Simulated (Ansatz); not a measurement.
**How far is PAW off for I?**

```yaml
crystal:
  lattice:
    - [0.00000, 2.36560, 3.90984]
    - [2.19225, 0.00000, 3.90984]
    - [2.19225, 2.36560, 0.00000]
  atoms:
    - { symbol: I, position: [0.00000, 0.00000, 0.00000] }
```

The cell is the one relaxed in the Materials Project (mp-1180981), not relaxed further here; entries there can be hypothetical.

No spin–orbit coupling, which matters for the heavy atoms here.

Methods: DFT, LDA, PAW with Ansatz's default frozen-core files, scalar-relativistic (Ansatz 0.2.0); DFT, LDA, all-electron LAPW, scalar-relativistic (Ansatz 0.2.0).

For PAW: a Γ-centred 14×14×14 k mesh, Fermi–Dirac smearing of 0.03 eV, cutoff 420 eV, no spin polarisation; the PAW files were made with PBE, and the program remakes their frozen cores for this functional. LAPW targets a basis error of 0.5 meV/atom. The Ansatz runs share mesh, smearing and spin set-up. Plane-wave (PAW) pressures include the program's estimate of the Pulay term.

Stress and pressure are positive in compression.

Levels count from the Fermi level.

PAW results:

```json
{"quantity": "pressure (GPa)", "PAW": "-2.30"}
{"quantity": "stress xx (GPa)", "PAW": "-2.68"}
{"quantity": "stress yy (GPa)", "PAW": "-3.23"}
{"quantity": "stress zz (GPa)", "PAW": "-1.00"}
{"quantity": "highest filled level at D0 (eV)", "PAW": "-0.914"}
{"quantity": "lowest empty level at D0 (eV)", "PAW": "3.967"}
{"quantity": "highest filled level at C0 (eV)", "PAW": "-1.120"}
{"quantity": "lowest empty level at C0 (eV)", "PAW": "5.195"}
{"quantity": "highest filled level at G0 (eV)", "PAW": "-0.733"}
{"quantity": "lowest empty level at G0 (eV)", "PAW": "3.903"}
```

(1) What does all-electron LAPW give for the same quantities?

Results:

(1) 
```tsv
quantity	LAPW
pressure (GPa)	-2.29
stress xx (GPa)	-2.67
stress yy (GPa)	-3.21
stress zz (GPa)	-1.00
highest filled level at D0 (eV)	-0.926
lowest empty level at D0 (eV)	3.964
highest filled level at C0 (eV)	-1.131
lowest empty level at C0 (eV)	5.192
highest filled level at G0 (eV)	-0.744
lowest empty level at G0 (eV)	3.900
```
